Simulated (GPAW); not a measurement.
# GaN (P6_3mc) in GPAW: further runs

The runs below take GaN through single point, relaxation of cell and atoms, with PBE, PBE+D3(BJ).

All numbers are computed with GPAW 26.7.0; they aren't measurements. Logs are shortened: lines on timing, memory, paths and dates and some standing lists are left out, and cuts for length are marked. The log counts tension as positive stress, the text compression.

**The experiment to reproduce.**

“Studying electronic properties in GaN without electrical contacts using γ-γ vs e−-γ Perturbed Angular Correlations”, 2019, pmc:6823545 quotes, for a bulk crystal of GaN: band gap 3.503 ± 0.005 eV (direct).

The results are compared with them further down.

### 1 Starting point

The structure is hexagonal, space group P6_3mc (No. 186). Conventional cell: a = 3.180 Å, b = 3.180 Å, c = 5.166 Å, α = 90.00°, β = 90.00°, γ = 120.00°. Around Ga (site symmetry 3m) lie 4 N at 1.94 to 1.95 Å. N (site symmetry 3m) is surrounded by 4 Ga at 1.94 to 1.95 Å.

### 2 Single point, PBE

Contents of run.py:

```python
from ase.dft.bandgap import bandgap
from ase.io import read, write
from ase.units import Bohr, GPa
from gpaw import GPAW, PW
from gpaw.elf import elf_from_dft_calculation

atoms = read('POSCAR')

calc = GPAW(mode=PW(800),
            xc='PBE',
            kpts={'size': (10, 10, 5), 'gamma': True},
            occupations={'name': 'methfessel-paxton', 'order': 0, 'width': 0.028000000000000004},
            nbands=18,
            convergence={'density': 1e-05, 'energy': 1e-05},
            maxiter=150,
            txt='gpaw.txt')
atoms.calc = calc
energy = atoms.get_potential_energy()
forces = atoms.get_forces()
stress = atoms.get_stress()
calc.write('gs.gpw')
write('result.traj', atoms)
print(f'Energy: {energy:.6f} eV')
print('Forces (eV/A):')
print(forces.round(4))
print('Stress (GPa):', (stress / GPa).round(3))
print('Fermi level:', round(calc.get_fermi_level(), 4), 'eV')
print(f'Gap: {bandgap(calc)[0]:.4f} eV, direct: {bandgap(calc, direct=True)[0]:.4f} eV')

# fields on the real-space grid
write('density.cube', atoms, data=calc.get_pseudo_density() * Bohr**3)
write('potential.cube', atoms, data=calc.get_electrostatic_potential())
write('elf.cube', atoms, data=elf_from_dft_calculation(calc).data)
```

Contents of POSCAR:

```
GaN
1.0
    3.1800000000      0.0000000000      0.0000000000
   -1.5900000000      2.7539607840      0.0000000000
    0.0000000000      0.0000000000      5.1660000000
Ga N
2 2
Direct
    0.6666666667      0.3333333333      0.5000000000
    0.3333333333      0.6666666667      0.0000000000
    0.6666666667      0.3333333333      0.8750000000
    0.3333333333      0.6666666667      0.3750000000
```

Potentials or basis: GPAW PAW data sets (gpaw-data 1.2.1), pw.

Started as:

```sh
$ OMP_NUM_THREADS=1 python run.py
```

gpaw.txt:

```text
__  _  _
 | _ |_)|_||  |
 |__||  | ||/\| - 26.7.0

Input parameters:
  mode=PW(ecut=800.0),
  convergence={'density': 1e-05, 'energy': 1e-05},
  kpts=MonkhorstPack(size=(10, 10, 5), gamma=True),
  maxiter=150,
  nbands=18,
  occupations=Occupations(name='methfessel-paxton', order=0, width=0.028000000000000004),
  xc=XC(name='PBE')

Diagonalizing LCAO Hamiltonian
Converting LCAO to pw mode

           N

           Ga
        N

        Ga

Atoms  # Å, Bohr magnetons
|   | symbol |         x |        y |        z |    initial magnetic moments |
|---|--------|-----------|----------|----------|-----------------------------|
| 0 |     Ga |  1.590000 | 0.917987 | 2.583000 | ( 0.0000,  0.0000,  0.0000) |
| 1 |     Ga | -0.000000 | 1.835974 | 0.000000 | ( 0.0000,  0.0000,  0.0000) |
| 2 |      N |  1.590000 | 0.917987 | 4.520250 | ( 0.0000,  0.0000,  0.0000) |
| 3 |      N | -0.000000 | 1.835974 | 1.937250 | ( 0.0000,  0.0000,  0.0000) |

Unit cell  # Å
| periodic |         x |        y |        z |  lengths |     angles |
|----------|-----------|----------|----------|----------|------------|
|      yes |  3.180000 | 0.000000 | 0.000000 | 3.180000 |  90.000000 |
|      yes | -1.590000 | 2.753961 | 0.000000 | 3.180000 |  90.000000 |
|      yes |  0.000000 | 0.000000 | 5.166000 | 5.166000 | 120.000000 |

Number of symmetries: 6
Symmetry operations  # r_c * U_cc + t_c -> r_c
|   | kind |            matrix            |
|---|------|------------------------------|
| 0 |  σ   |  1, 1, 0,  0,-1, 0,  0, 0, 1 |
| 1 |  E   |  1, 0, 0,  0, 1, 0,  0, 0, 1 |
| 2 |  C3  |  0, 1, 0, -1,-1, 0,  0, 0, 1 |
| 3 |  σ   |  0,-1, 0, -1, 0, 0,  0, 0, 1 |
| 4 |  σ   | -1, 0, 0,  1, 1, 0,  0, 0, 1 |
| 5 |  C3  | -1,-1, 0,  1, 0, 0,  0, 0, 1 |

BZ-sampling:
  Number of BZ points: 500
  Number of IBZ points: 58

  Monkhorst-Pack size: [10, 10, 5]
  Monkhorst-Pack shift: [0.05, 0.05, 0.0]

K-points  # in reciprocal-cell coordinates
|     |                                coordinates |     weight |
|-----|--------------------------------------------|------------|
|   0 | (  0.00000000,   0.00000000,   0.00000000) | 0.00200000 |
|   1 | (  0.00000000,   0.00000000,   0.20000000) | 0.00400000 |
|   2 | (  0.00000000,   0.00000000,   0.40000000) | 0.00400000 |
|   3 | (  0.10000000,   0.00000000,  -0.40000000) | 0.01200000 |
|   4 | (  0.10000000,   0.00000000,  -0.20000000) | 0.01200000 |
|   5 | (  0.10000000,   0.00000000,   0.00000000) | 0.01200000 |
|   6 | (  0.10000000,   0.00000000,   0.20000000) | 0.01200000 |
|   7 | (  0.10000000,   0.00000000,   0.40000000) | 0.01200000 |
|   8 | (  0.20000000,  -0.10000000,   0.00000000) | 0.01200000 |
|   9 | (  0.20000000,  -0.10000000,   0.20000000) | 0.02400000 |
| ... |                                            |            |
|  57 | (  0.50000000,   0.50000000,   0.40000000) | 0.01200000 |

Plane wave coefficients: 2352
Cutoff: 800.0 eV

Spin-components: 1 (collinear spins)
Bands:           18
Projectors:      20
Spin-degeneracy: 2
Datatype:        complex128

Parallelization:
  kpt:    1
  domain: 1
  band:   1

Density:
  Valence electrons: 16.0
  Components: 1
  Grid points: [21 21 35]
  Charge: 0.0  # |e|

Potential:
  Grid points: [21 21 35]

species:
  Ga:
    name:    Gallium
    Z:       31.0
    valence: 3
    core:    28
    charge:  0.0  # [|e|]
    compensation charges:
      type: gauss
      rc: 0.37  # [Å]
      lmax: 2
    cutoffs:
      filter: 2.06  # [Å]
      core: 4.17  # [Å]
    projectors
    | kind |    occ | energy [eV] | rcut [Å] |
    |------|--------|-------------|----------|
    |   4s |  2.000 |      -8.945 |    1.164 |
    |   4p |  1.000 |      -2.580 |    1.164 |
    |    s |        |      18.266 |    1.164 |
    |    p |        |      24.631 |    1.164 |
    |    d |        |       0.000 |    1.164 |

    Using partial waves for Ga as LCAO basis

  N:
    name:    Nitrogen
    Z:       7.0
    valence: 5
    core:    2
    charge:  0.0  # [|e|]
    compensation charges:
      type: gauss
      rc: 0.18  # [Å]
      lmax: 2
    cutoffs:
      filter: 1.11  # [Å]
      core: 0.96  # [Å]
    projectors
    | kind |    occ | energy [eV] | rcut [Å] |
    |------|--------|-------------|----------|
    |   2s |  2.000 |     -18.583 |    0.603 |
    |   2p |  3.000 |      -7.089 |    0.529 |
    |    s |        |       8.629 |    0.603 |
    |    p |        |      20.123 |    0.529 |
    |    d |        |       0.000 |    0.577 |

    Using partial waves for N as LCAO basis

Reference energy: -108732.786066  # eV

eigensolver:
  PPCG
  Converge bands: occupied
  niter=2

density mixing:
  MSR1-Mixer
  Pratt-step length: 0.05
  Maximum mixing coefficient: 0.75
  Old densities: 10
  SVD Regularization: 0.005
  Good broyden scale: 1.0
  Trust region scale: 1.0
  Backstep threshold: 4.0
  History deletion threshold: 6.0
  Fourier metric: weight=20.0, sigma=0.015

occupation numbers:
  Methfessel-Paxton:
    width: 0.0280  # eV
    order: 0

poisson solver:
  ecut: 6400.0  # eV

xc functional:
  name: PBE with 2 nearest neighbor stencil

convergence criteria:
[... 6 lines left out ...]
|iter     | |      energy | eigst |  dens |
|---------|-|-------------|-------|-------|
|iter:   1| |  -27.818423 | -0.16 |       |
|iter:   2| |  -26.828824 | -1.84 | -0.56 |
|iter:   3| |  -24.143345 | -0.52 | -0.62 |
|iter:   4| |  -24.142456 | -2.89 | -1.29 |
|iter:   5| |  -24.144211 | -3.46 | -1.56 |
|iter:   6| |  -24.144232 | -5.45 | -2.88 |
|iter:   7| |  -24.144251c| -6.17 | -3.20 |
|iter:   8| |  -24.144251c| -7.33 | -4.12 |
|iter:   9| |  -24.144251c| -7.59c| -4.45 |
|iter:  10| |  -24.144251c| -8.09c| -4.96 |
|iter:  11| |  -24.144251c| -9.28c| -5.82c|

Converged in 11 steps
Energy contributions relative to reference atoms: (reference = -108732.786066)

Energy contributions:
  Kinetic:          71.709286
  Coulomb:         -62.867383
  Zero:              0.306042
  External:          0.000000
  Xc:              -33.292195
  Entropy:          -0.000000
  Spinorbit:         0.000000
  ----------------------------
  Free energy:     -24.144251
  Extrapolated:    -24.144251

dipole moment: (-0.000025, -0.000039, -11.607278)  # |e|*Ang

Fermi level: 6.822
Eigenvalues  # (at kpt = [0.000, 0.000, 0.000])
| band index |      eig [eV] | occ [0-2] |
|------------|---------------|-----------|
|          0 |        -9.434 |     2.000 |
|          1 |        -7.047 |     2.000 |
|          2 |        -0.533 |     2.000 |
|          3 |         5.504 |     2.000 |
|          4 |         5.504 |     2.000 |
|          5 |         6.499 |     2.000 |
[... 8 lines left out ...]
|         14 |        18.412 |     0.000 |
|         15 |        18.412 |     0.000 |
|        ... |               |           |
|         17 |        21.832 |     0.000 |

Gap: 2.085 eV
Transition (v -> c):
  (s=0, k=0, n=7, [0.00, 0.00, 0.00]) -> (s=0, k=0, n=8, [0.00, 0.00, 0.00])
No difference between direct/indirect transitions

Forces  # eV/Ang
|        x |        y |        z |
|----------|----------|----------|
|  0.00000 |  0.00000 | -0.18140 |  # Ga   0
| -0.00000 | -0.00000 | -0.18137 |  # Ga   1
|  0.00000 |  0.00000 |  0.18133 |  # N    2
|  0.00000 |  0.00000 |  0.18043 |  # N    3

Stress tensor  # eV/Ang^3
|         x |         y |         z |
|-----------|-----------|-----------|
| -0.090705 | -0.000000 |  0.000000 |
| -0.000000 | -0.090705 |  0.000000 |
|  0.000000 |  0.000000 | -0.104699 |

# Writing to gs.gpw (mode='')
```

Wall time 42 s (1 thread of Arm Neoverse V2, shared host); peak memory 0.21 GiB.

Results:

```yaml
Free_energy: -24.1443 eV
Pressure: 15.3 GPa
Largest_force: 0.181 eV/Å
Band_gap_on_the_k_mesh: 2.09 eV, direct
```

Forces in eV/Å, atoms in the order of the input:
```
Ga   0.000  0.000 -0.181
Ga   0.000  0.000 -0.181
N    0.000  0.000  0.181
N    0.000  0.000  0.180
```

Stress tensor (GPa, compression positive):
```
14.53  0.00  0.00
 0.00 14.53  0.00
 0.00  0.00 16.77
```

Caveat: the data sets keep Ga 3d, Li 1s and Be 1s frozen, and some such compounds lay over 1.5 % in volume off other programs; so large a pressure means that the cell lies far from this level's equilibrium, or that cutoff or potentials fall short.

### 3 Relaxation of cell and atoms, PBE+D3(BJ)

Contents of run.py:

```python
from ase.calculators.mixing import SumCalculator
from ase.filters import FrechetCellFilter
from ase.io import read, write
from ase.optimize import FIRE
from dftd3.ase import DFTD3
from gpaw import GPAW, PW

atoms = read('GaN.xyz')

calc = GPAW(mode=PW(800),
            xc='PBE',
            kpts={'size': (10, 10, 5), 'gamma': True},
            occupations={'name': 'fermi-dirac', 'width': 0.05},
            nbands=18,
            convergence={'density': 1e-05, 'forces': 0.0001},
            maxiter=150,
            txt='gpaw.txt')
atoms.calc = SumCalculator([calc, DFTD3(method='pbe', damping='d3bj')])
opt = FIRE(FrechetCellFilter(atoms), trajectory='relax.traj', logfile='-')
done = opt.run(fmax=0.01, steps=40)
calc.write('gs.gpw')
write('result.traj', atoms)
print('Converged:', done)
print('Cell:', atoms.cell.cellpar().round(4))
print('Volume:', round(atoms.get_volume(), 4))
print(atoms.get_scaled_positions().round(5))
```

Contents of GaN.xyz:

```xyz
4
Lattice="3.1800000000 0.0000000000 0.0000000000 -1.5900000000 2.7539607840 0.0000000000 0.0000000000 0.0000000000 5.1660000000" Properties=species:S:1:pos:R:3 pbc="T T T"
Ga     1.5900000002      0.9179869279      2.5830000000
Ga    -0.0000000002      1.8359738561      0.0000000000
N      1.5900000002      0.9179869279      4.5202500000
N     -0.0000000002      1.8359738561      1.9372500000
```

Potentials or basis: GPAW PAW data sets (gpaw-data 1.2.1), pw.

Started as:

```sh
$ OMP_NUM_THREADS=1 python run.py
```

Wall time 11 min (1 thread of Arm Neoverse V2, shared host); peak memory 0.49 GiB.

The run converged. Its results:

| Item | Value |
| --- | --- |
| Free energy | -25.2648 eV |
| Relaxed volume | 11.92 Å³/atom |
| Relaxed cell | a = 3.234 Å, b = 3.234 Å, c = 5.261 Å, α = 90.00°, β = 90.00°, γ = 120.00° |
| Space group after relaxing (to 0.05 Å) | P6_3mc (No. 186) |
| Energy gained by relaxing | 23.6 meV/atom |
| Ionic steps | 21 |
| Pressure after relaxing | 0.1 GPa |
| Largest force after relaxing | 0.009 eV/Å |
| Band gap on the k mesh | 1.73 eV, direct |
| Dispersion energy per atom | -0.243 eV |

Forces in eV/Å, atoms in the order of the input:
```
Ga   0.000  0.000 -0.009
Ga   0.000  0.000 -0.009
N    0.000  0.000  0.008
N    0.000  0.000  0.008
```

Stress tensor (GPa, compression positive):
```
0.03 0.00 0.00
0.00 0.03 0.00
0.00 0.00 0.13
```

Step by step:
```
step  energy change (eV)  largest force (eV/Å)  pressure (GPa)  volume (Å³)
   1              0.0000                0.1806           11.50        45.24
   2             -0.0209                0.1118           10.02        45.52
   3             -0.0519                0.0105            7.35        46.04
   4             -0.0794                0.0750            3.97        46.76
   5             -0.0932                0.1036            0.40        47.59
   6             -0.0909                0.0453           -2.69        48.37
   7             -0.0911                0.0422           -2.63        48.35
   8             -0.0916                0.0362           -2.49        48.32
   9             -0.0922                0.0277           -2.29        48.26
  10             -0.0929                0.0174           -2.03        48.20
  11             -0.0937                0.0061           -1.71        48.11
  12             -0.0943                0.0054           -1.35        48.02
  13             -0.0946                0.0145           -0.94        47.92
  14             -0.0947                0.0205           -0.46        47.79
  15             -0.0944                0.0188            0.08        47.66
  16             -0.0944                0.0183            0.08        47.66
  17             -0.0944                0.0173            0.08        47.66
  18             -0.0944                0.0158            0.08        47.66
  19             -0.0944                0.0138            0.07        47.66
  20             -0.0944                0.0115            0.07        47.66
  21             -0.0944                0.0089            0.07        47.66
```

Final structure:
```
Ga N
1.0
     3.23446    0.00000    0.00000
    -1.61723    2.80113    0.00000
     0.00000    0.00000    5.26083
Ga N
2 2
Cartesian
  1.6172 0.9337 2.6255
  0.0000 1.8674 -0.0049
  1.6172 0.9337 4.6080
  0.0000 1.8674 1.9775
```

Levels at points of the mesh, in eV from the valence-band top:
| k point | band 6 | band 7 | band 8 | band 9 | band 10 | band 11 |
| --- | --- | --- | --- | --- | --- | --- |
| (0.00, 0.00, 0.00) | -0.02 | 0.00 | 0.00 | 1.73 | 4.06 | 9.05 |
| (0.50, 0.50, 0.00) | -2.55 | -2.08 | -0.93 | 5.00 | 5.38 | 6.04 |

Caveat: the data sets keep Ga 3d, Li 1s and Be 1s frozen, and some such compounds lay over 1.5 % in volume off other programs; later steps reuse the first step's grids.

### 4 Against experiment

Step 2. Measured gap of GaN: 3.503 eV (direct; quoted in “Studying electronic properties in GaN without electrical contacts using γ-γ vs e−-γ Perturbed Angular Correlations”, 2019, pmc:6823545). This calculation gives 2.09 eV (-1.42 eV). Spin-orbit coupling on Ga is left out. The value is that of PBE, without temperature or zero-point motion. Semilocal functionals fall short of measured gaps as a rule.
